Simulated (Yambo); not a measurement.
Here is a Yambo 5.3.0 calculation.

File optics3.in:

```
optics
chi
Chimod= "IP"
% BndsRnXd
 1 | 29 |
%
% LongDrXd
 0 | 0 | 1 |
%
% QpntsRXd
 1 | 1 |
%
% EnRngeXd
 0 | 20 | eV
%
% DmRngeXd
 0.1 | 0.1 | eV
%
ETStpsXd= 150
```

scf.in

```
&CONTROL
  calculation = 'scf'
  prefix = 'pwscf'
  outdir = './tmp'
  pseudo_dir = './pseudo'
/
&SYSTEM
  ibrav = 0
  nat = 2
  ntyp = 2
  ecutwfc = 80
  nbnd = 21
  occupations = 'smearing'
  smearing = 'fd'
  degauss = 0.00367493
  force_symmorphic = .true.
/
&ELECTRONS
  conv_thr = 4d-10
  electron_maxstep = 120
  mixing_beta = 0.5
/
ATOMIC_SPECIES
Sb   121.7600 Sb.upf
Ga    69.7230 Ga.upf
CELL_PARAMETERS angstrom
  -2.7534340000    2.7534340000    1.5907070000
   2.7534340000   -2.7534340000    1.5907070000
   2.7534340000    2.7534340000   -1.5907070000
ATOMIC_POSITIONS crystal
Sb     0.0000000000    0.0000000000    0.0000000000
Ga     0.7500000000    0.2500000000    0.5000000000
K_POINTS automatic
12 12 12 0 0 0
```

File nscf.in:

```
&CONTROL
  calculation = 'nscf'
  prefix = 'pwscf'
  outdir = './tmp'
  pseudo_dir = './pseudo'
/
&SYSTEM
  ibrav = 0
  nat = 2
  ntyp = 2
  ecutwfc = 80
  nbnd = 34
  occupations = 'smearing'
  smearing = 'fd'
  degauss = 0.00367493
  force_symmorphic = .true.
/
&ELECTRONS
  conv_thr = 1d-08
  diago_full_acc = .true.
  diago_thr_init = 1d-06
/
ATOMIC_SPECIES
Sb   121.7600 Sb.upf
Ga    69.7230 Ga.upf
CELL_PARAMETERS angstrom
  -2.7534340000    2.7534340000    1.5907070000
   2.7534340000   -2.7534340000    1.5907070000
   2.7534340000    2.7534340000   -1.5907070000
ATOMIC_POSITIONS crystal
Sb     0.0000000000    0.0000000000    0.0000000000
Ga     0.7500000000    0.2500000000    0.5000000000
K_POINTS automatic
12 12 12 0 0 0
```

Potentials or basis: PseudoDojo 0.4.1 SR PBEsol standard.

Run with:

```sh
$ OMP_NUM_THREADS=1 pw.x -in scf.in > scf.out
$ OMP_NUM_THREADS=1 pw.x -in nscf.in > nscf.out
$ cd tmp/pwscf.save; p2y; mv SAVE ../..; cd ../..
$ OMP_NUM_THREADS=1 yambo
$ OMP_NUM_THREADS=1 yambo -F optics3.in -J optics3 -C optics3_out
```

(1) What does it give for the band gap on the k mesh, mean-field level?

Answers

(1) none (metal or under the smearing width).

Caveat: the ground state has no gap, which makes the many-body step unreliable.
